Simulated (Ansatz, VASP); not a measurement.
# One calculation of Al, two programs

INCAR

```
SYSTEM = Al
PREC     = Accurate       ! precision mode
ENCUT    = 520            ! plane-wave cutoff, eV
EDIFF    = 1E-6           ! SCF threshold, eV
ISMEAR   = 0              ! smearing method
SIGMA    = 0.15           ! smearing width, eV
LREAL    = .False.        ! projectors in reciprocal space
LASPH    = .True.         ! aspherical terms in the spheres
NELM     = 80             ! most SCF steps
ALGO     = Normal         ! electronic algorithm
ISIF     = 2              ! what is computed and relaxed
LWAVE    = .False.        ! write WAVECAR
LCHARG   = .True.         ! write CHGCAR
GGA      = PS             ! functional
LELF     = .True.         ! ELF
LVHAR    = .True.       
NBANDS   = 8              ! bands
```

The input KPOINTS:

```
Automatic mesh
0
Gamma
  26 26 26
  0 0 0
```

Contents of POSCAR:

```
Al
1.0
   -1.7349541242      1.7349541242      1.7349541242
    1.7349541242     -1.7349541242      1.7349541242
    1.7349541242      1.7349541242     -1.7349541242
Al
1
Direct
    0.0000000000      0.0000000000      0.0000000000
```

Input for Ansatz:

```yaml
crystal:
  lattice:
    - [-1.7349541242, 1.7349541242, 1.7349541242]
    - [1.7349541242, -1.7349541242, 1.7349541242]
    - [1.7349541242, 1.7349541242, -1.7349541242]
  atoms:
    - { symbol: Al, position: [0.0, 0.0, 0.0] }
basis:
  ecutwfc: 420
kpoints:
  mp_grid: { grid: [26, 26, 26] }
hamiltonian:
  xc: pbesol
scf:
  occupations: { method: gaussian, width: 0.15 }
output:
  forces: true
  stress: true
  eigenvalues: true
  write_density: true
  write_potential: true
  elf: true
  volumetric_format: npy
```

Change from the starting cell: strain +0.080 along x and y, +0.080 along z, atoms carried along.

Alike in both runs: task single point; functional PBEsol; k mesh 26 × 26 × 26; occupations gaussian, width 0.15 eV; no spin polarisation.

```csv
,VASP,Ansatz
version,VASP 6.6.1,Ansatz 0.2.0
potentials or method,"VASP PAW PBE potentials, release 64 (Al)","scalar-relativistic, plane waves, PAW"
plane-wave cutoff (eV),520,420
valence electrons in the cell,3,3
```

```csv
,VASP,Ansatz,Ansatz less VASP
gap on the k mesh at the Fermi level (eV),none,none,-
pressure (GPa),-10.1,-10.1,-0.01
```

A gap of «none» marks a metal or a gap that the smearing closes.

Caveats: the PAW data sets were made with another functional, which shifts forces and pressure a little (VASP).
